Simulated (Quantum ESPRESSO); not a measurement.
## MoS2: work function with PBE

MoS2, a slab with vacuum:

```
CELL_PARAMETERS angstrom
3.18413 0.00000 0.00000
-1.59206 2.75753 0.00000
0.00000 0.00000 35.43725
ATOMIC_POSITIONS crystal
S 0.33333 0.66667 0.21164
Mo 0.00000 0.00000 0.25542
S 0.33333 0.66667 0.29920
S 0.33333 0.66667 0.70080
Mo 0.00000 0.00000 0.74458
S 0.33333 0.66667 0.78836
```

| Property | Result |
| --- | --- |
| Program | Quantum ESPRESSO 7.5 |
| Task | work function |
| Functional | PBE |
| Potentials or basis | PseudoDojo 0.4.1 SR PBE standard |
| Cutoff | 1088 eV |
| Density cutoff | 4354 eV |
| k mesh | 8 × 8 × 1 |
| Occupations | fermi-dirac, width 0.05 eV |
| Spin | no spin polarisation |
| Boundary across the vacuum | none |
| Mixing mode | local-TF |
| Mixing beta | 0.3 |
| Most SCF iterations | 150 |
| SCF threshold | 6e-09 Ry |

- Largest force: 0.225 eV/Å
- Band gap on the k mesh: 1.77 eV, indirect (least direct gap 1.98 eV)
- Ionisation potential of the upper face: 5.91 eV
- Electron affinity of the upper face: 4.13 eV

Forces in eV/Å, atoms in the order of the input:
```
S    0.000  0.000 -0.225
Mo   0.000  0.000  0.000
S    0.000  0.000  0.225
S    0.000  0.000 -0.225
Mo   0.000  0.000  0.000
S    0.000  0.000  0.225
```

Levels at points of the mesh, in eV from the valence-band top:
| k point | band 22 | band 23 | band 24 | band 25 | band 26 | band 27 | band 28 | band 29 | band 30 | band 31 |
| --- | --- | --- | --- | --- | --- | --- | --- | --- | --- | --- |
| (0.00, 0.00, 0.00) | -1.59 | -1.59 | -1.59 | 0.00 | 0.00 | 2.72 | 2.72 | 2.72 | 2.72 | 3.00 |
| (0.00, -0.50, 0.00) | -1.88 | -1.05 | -1.05 | -0.67 | -0.67 | 2.18 | 2.18 | 2.71 | 2.71 | 3.85 |

It took 2.3 min on 2 MPI ranks on Arm Neoverse V2, with other jobs on the host, peak memory 0.86 GiB a rank.

Caveat: ionisation potential and electron affinity come from Kohn-Sham levels, which understate the gap.
